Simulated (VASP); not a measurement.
# Sb in VASP: relaxation of cell and atoms with PBE

Aim: the relaxation of cell and atoms of Sb with PBE.

All numbers are computed with VASP 6.6.1; they aren't measurements. Logs are shortened: lines on timing, memory, paths and dates and some standing lists are left out, and cuts for length are marked.

## Step 1: The sheet as given

The cell holds a sheet with vacuum, 2 atoms: a = 4.080 Å, b = 4.080 Å, c = 17.650 Å, α = 90.00°, β = 90.00°, γ = 120.00°.

The cell was built by a generator and needn't be a form met in nature.

## Step 2: Relaxation of cell and atoms, PBE

Input file INCAR:

```
SYSTEM = Sb
PREC = Accurate
ENCUT = 600
EDIFF = 1E-6
ISMEAR = 0
SIGMA = 0.03
LREAL = .False.
LASPH = .True.
NELM = 120
ALGO = Normal
ISIF = 3
LWAVE = .False.
LCHARG = .False.
GGA = PE
IBRION = 2
NSW = 60
EDIFFG = -0.005
LATTICE_CONSTRAINTS = .TRUE. .TRUE. .FALSE.
KPAR = 2
```

Input file KPOINTS:

```
regular mesh
0
Gamma
  12 12 1
  0 0 0
```

Input file POSCAR:

```
Sb
1.0
    4.0800000000      0.0000000000      0.0000000000
   -2.0400000000      3.5333836500      0.0000000000
    0.0000000000      0.0000000000     17.6500000000
Sb
2
Direct
    0.3333330000      0.6666670000      0.4532577900
    0.6666670000      0.3333330000      0.5467422100
```

Potentials or basis: VASP PAW PBE potentials, release 64 (Sb).

Launch:

```bash
cat potpaw_PBE.64/Sb/POTCAR > POTCAR
mpirun -np 2 vasp_std > vasp.out
```

OUTCAR:

```text
SYSTEM = Sb
   PREC = Accurate
   ENCUT = 600
   EDIFF = 1E-6
   ISMEAR = 0
   LREAL = .False.
   LASPH = .True.
   NELM = 120
   ISIF = 3
   GGA = PE
   IBRION = 2
   NSW = 60
   EDIFFG = -0.005

 ion  position               nearest neighbor table
   1  0.333  0.667  0.453-   2 2.88   2 2.88   2 2.88
   2  0.667  0.333  0.547-   1 2.88   1 2.88   1 2.88

  LATTYP: Found a hexagonal cell.
 ALAT       =     4.0800000000
 C/A-ratio  =     4.3259803922

  Lattice vectors:

 A1 = (   4.0800000000,   0.0000000000,   0.0000000000)
 A2 = (  -2.0400000000,   3.5333836500,   0.0000000000)
 A3 = (   0.0000000000,   0.0000000000,  17.6500000000)

Analysis of symmetry for initial positions (statically):
=====================================================================
 Subroutine PRICEL returns:
 Original cell was already a primitive cell.

 Routine SETGRP: Setting up the symmetry group for a
 hexagonal supercell.

 Subroutine GETGRP returns: Found 12 space group operations
 (whereof 12 operations were pure point group operations)
 out of a pool of 24 trial point group operations.

The static configuration has the point symmetry D_3d.

Analysis of symmetry for dynamics (positions and initial velocities):
=====================================================================
 Subroutine PRICEL returns:
 Original cell was already a primitive cell.

 Routine SETGRP: Setting up the symmetry group for a
 hexagonal supercell.

 Subroutine GETGRP returns: Found 12 space group operations
 (whereof 12 operations were pure point group operations)
 out of a pool of 24 trial point group operations.

The dynamic configuration has the point symmetry D_3d.

 Subroutine INISYM returns: Found 12 space group operations
 (whereof 12 operations are pure point group operations),
 and found     1 'primitive' translations

----------------------------------------------------------------------------------------

                                     Primitive cell

  volume of cell :     254.4460

  direct lattice vectors                    reciprocal lattice vectors
     4.080000000  0.000000000  0.000000000     0.245098039  0.141507419  0.000000000
    -2.040000000  3.533383650  0.000000000     0.000000000  0.283014838  0.000000000
[... 68 lines left out ...]
   NGXF,Y,Z  is equivalent  to a cutoff of  29.34, 29.34, 27.13 a.u.
 SYSTEM =  Sb
   PREC   = accura    normal or accurate (medium, high low for compatibility)
   ISTART =      0    job   : 0-new  1-cont  2-samecut
   ICHARG =      2    charge: 1-file 2-atom 10-const
   ISPIN  =      1    spin polarized calculation?
   LNONCOLLINEAR =      F non collinear calculations
   LSORBIT =      F    spin-orbit coupling
   LASPH  =      T    aspherical Exc in radial PAW
   ENCUT  =  600.0 eV  44.10 Ry    6.64 a.u.   8.15  8.15 35.25*2*pi/ulx,y,z
   NELM   =    120;   NELMIN=  2; NELMDL= -5     # of ELM steps
   EDIFF  = 0.1E-05   stopping-criterion for ELM
   LREAL  =      F    real-space projection
   EDIFFG = -.5E-02   stopping-criterion for IOM
   NSW    =     60    number of steps for IOM
   IBRION =      2    ionic relax: 0-MD 1-quasi-New 2-CG
   NFREE  =      1    steps in history (QN), initial steepest desc. (CG)
   ISIF   =      3    stress and relaxation
   ISYM   =      2    0-nonsym 1-usesym 2-fastsym
   POTIM  = 0.5000    time-step for ionic-motion
   TEBEG  =    0.0;   TEEND  =   0.0 temperature during run
   PSTRESS=    0.0 pullay stress
   NELECT =      10.0000    total number of electrons
   NUPDOWN=      -1.0000    fix difference up-down
   EMIN   =  10.00;   EMAX   =-10.00  energy-range for DOS
   EFERMI =   0.00;   METHOD = LEGACY
   ISMEAR =     0;   SIGMA  =   0.03  broadening in eV -4-tet -1-fermi 0-gaus
   EFERMI_NEDOS =   21; number of points for ismear=-14 and -15
   IALGO  =     38    algorithm
   IMIX   =      4    mixing-type and parameters
     AMIX     =   0.40;   BMIX     =  1.00
     AMIX_MAG =   1.60;   BMIX_MAG =  1.00
  volume/ion in A,a.u.               =     127.22       858.54
  Fermi-wavevector in a.u.,A,eV,Ry     =   0.556600  1.051821  4.215128  0.309803
  Thomas-Fermi vector in A             =   1.590836
   LORBIT       =      0    0 simple, 1 ext, 2 COOP (PROOUT), +10 PAW based schemes
   GGA     = PE    functional components
   LHFCALC =     F    Hartree Fock is set to
   AEXX    =    0.0000 exact exchange contribution
   IVDW    =     0    specifies the selected vdW correction
   LEPSILON=     F    determine dielectric tensor
   LRPA    =     F    only Hartree local field effects (RPA)
 conjugate gradient relaxation of ions
 non-spin polarized calculation
 Gauss-broadening in eV      SIGMA  =   0.03
  energy-cutoff  :      600.00
  volume of cell :      254.45
 maximum number of plane-waves:      8520
 NGX is ok and might be reduce to    36
   NGX = 17   NGY = 17   NGZ = 71

--------------------------------------- Ionic step        1  -------------------------------------------

 number of electron      10.0000000 magnetization

 Free energy of the ion-electron system (eV)
  ---------------------------------------------------
  ext. energy  EPLUGINS =         0.00000000
  ---------------------------------------------------
  free energy    TOTEN  =        -8.10345504 eV

  energy without entropy =       -8.10345504  energy(sigma->0) =       -8.10345504

------------------------ aborting loop because EDIFF is reached ----------------------------------------

  FORCE on cell =-STRESS in cart. coord.  units (eV):
  Direction    XX          YY          ZZ          XY          YZ          ZX
  --------------------------------------------------------------------------------------
  -------------------------------------------------------------------------------------
  Total        0.3971140      0.3971140      0.1286796      0.0000000      0.0000000      0.0000000
  in kB        2.5005186      2.5005186      0.8102604      0.0000000      0.0000000      0.0000000
  external PRESSURE =       1.9370992 kB  Pullay stress =       0.0000000 kB
[... 167 lines left out ...]
--------------------------------------- Ionic step        6  -------------------------------------------

 number of electron      10.0000001 magnetization

 Free energy of the ion-electron system (eV)
  ---------------------------------------------------
  ext. energy  EPLUGINS =         0.00000000
  ---------------------------------------------------
  free energy    TOTEN  =        -8.10692740 eV

  energy without entropy =       -8.10692740  energy(sigma->0) =       -8.10692740

 E-fermi :  -2.0127     XC(G=0):  -3.0339

 val. band max:       -2.1751778384   @ k =   0.0000   0.0000   0.0000
 cond. band min:      -0.8963111606   @ k =   0.3333  -0.0000   0.0000
 fundamental gap:      1.2788666779
 Fermi energy:        -2.0126998439

 k-point     1 :       0.0000    0.0000    0.0000
  band No.  band energies     occupation
      1     -13.4370      2.00000
      2      -8.4718      2.00000
      3      -2.7687      2.00000
      4      -2.1752      2.00000
      5      -2.1752      2.00000
      6      -0.6185      0.00000
      7       0.6102      0.00000
      8       0.6102      0.00000
      9       2.1710      0.00000
[... 243 lines left out ...]
  FREE ENERGIE OF THE ION-ELECTRON SYSTEM (eV)
  ---------------------------------------------------
  free  energy   TOTEN  =        -8.1069274040 eV

  energy  without entropy=       -8.1069274040  energy(sigma->0) =       -8.10692740

 reached required accuracy - stopping structural energy minimisation
```

OSZICAR:

```text
N       E                     dE             d eps       ncg     rms          rms(c)
DAV:   1     0.575223572626E+02    0.57522E+02   -0.30349E+03   342   0.809E+02
DAV:   2    -0.403242240467E+01   -0.61555E+02   -0.58219E+02   531   0.102E+02
DAV:   3    -0.810347407490E+01   -0.40711E+01   -0.40645E+01   503   0.382E+01
DAV:   4    -0.814923899702E+01   -0.45765E-01   -0.45762E-01   474   0.496E+00
[... 43 lines left out ...]
       N       E                     dE             d eps       ncg     rms          rms(c)
DAV:   1    -0.810693451233E+01   -0.15700E-04   -0.46386E-04   397   0.131E-01    0.103E-02
DAV:   2    -0.810693002160E+01    0.44907E-05   -0.13484E-05   363   0.235E-02    0.618E-03
DAV:   3    -0.810692755874E+01    0.24629E-05   -0.38386E-06   363   0.112E-02    0.198E-03
DAV:   4    -0.810692740404E+01    0.15470E-06   -0.65506E-07   198   0.514E-03
   6 F= -.81069274E+01 E0= -.81069274E+01  d E =-.464676E-03
```

CONTCAR:

```text
Sb
   1.00000000000000
     4.1182766550146850    0.0000000000000000    0.0000000000000000
    -2.0591383275073425    3.5665322056868050    0.0000000000000000
     0.0000000000000000    0.0000000000000000   17.6499999999999986
  Sb
     2
Direct
     0.3333330000000032    0.6666669999999968    0.4534138386220908
     0.6666669999999968    0.3333330000000032    0.5465861613779092

  0.00000000E+00  0.00000000E+00  0.00000000E+00
  0.00000000E+00  0.00000000E+00  0.00000000E+00
```

It took 2.5 min on 2 MPI ranks of Intel Xeon Platinum 8488C (Sapphire Rapids), shared host; peak memory 0.47 GiB.

What came out:

```
Free energy                            : -8.1069 eV
Relaxed volume                         : 129.62 Å³/atom
Relaxed cell                           : a = 4.118 Å, b = 4.118 Å, c = 17.650 Å, α = 90.00°, β = 90.00°, γ = 120.00°
Space group after relaxing (to 0.05 Å) : P-3m1 (No. 164)
Energy gained by relaxing              : 1.7 meV/atom
Ionic steps                            : 6
Band gap on the k mesh                 : 1.28 eV, indirect (least direct gap 1.56 eV)
```

The path:
```tsv
step	energy change (eV)	largest force (eV/Å)	pressure (GPa)	volume (Å³)
1	0.0000	0.0794	0.19	254.45
2	-0.0027	0.1198	-0.08	259.34
3	-0.0030	0.0697	-0.02	258.08
4	-0.0034	0.0327	-0.01	258.69
5	-0.0035	0.0078	0.00	259.10
6	-0.0035	0.0011	0.00	259.24
```

Final structure:
```yaml
crystal:
  lattice:
    - [4.11828, 0.00000, 0.00000]
    - [-2.05914, 3.56653, 0.00000]
    - [0.00000, 0.00000, 17.65000]
  atoms:
    - { symbol: Sb, position: [0.33333, 0.66667, 0.45341] }
    - { symbol: Sb, position: [0.66667, 0.33333, 0.54659] }
```

Caveat: spin-orbit coupling is left out, which moves the levels of the heavy elements.
